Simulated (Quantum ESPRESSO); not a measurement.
RuS2 (Laurite):

```xyz
12
Lattice="5.6106 0.0000 0.0000 0.0000 5.6106 0.0000 0.0000 0.0000 5.6106" Properties=species:S:1:pos:R:3 pbc="T T T"
Ru    0.0000    2.8053    2.8053
Ru    2.8053    2.8053    0.0000
Ru    2.8053    0.0000    2.8053
Ru    0.0000    0.0000    0.0000
S     2.1787    0.6266    4.9840
S     0.6266    4.9840    2.1787
S     4.9840    2.1787    0.6266
S     3.4319    3.4319    3.4319
S     3.4319    4.9840    0.6266
S     4.9840    0.6266    3.4319
S     0.6266    3.4319    4.9840
S     2.1787    2.1787    2.1787
```

Base run:

- Program: Quantum ESPRESSO 7.5
- Functional: PBE
- Potentials or basis: SSSP 1.3 efficiency PBE
- Cutoff: 816 eV
- Density cutoff: 5987 eV
- k mesh: 5 × 5 × 5
- Occupations: fermi-dirac, width 0.05 eV
- Spin: no spin polarisation

Its results: band gap on the k mesh 0.76 eV, indirect (least direct gap 0.97 eV); pressure 3.6 GPa; largest force 0.247 eV/Å.

Q: The run is repeated on the same cell with these changes: functional from PBE to PBEsol; potentials or basis from SSSP 1.3 efficiency PBE to GBRV 1.5 PBEsol; cutoff from 816 eV to 612 eV; density cutoff from 5987 eV to 4898 eV. What comes out?

A: Band gap on the k mesh 0.71 eV, indirect (least direct gap 0.92 eV); pressure -3.3 GPa; largest force 0.336 eV/Å.
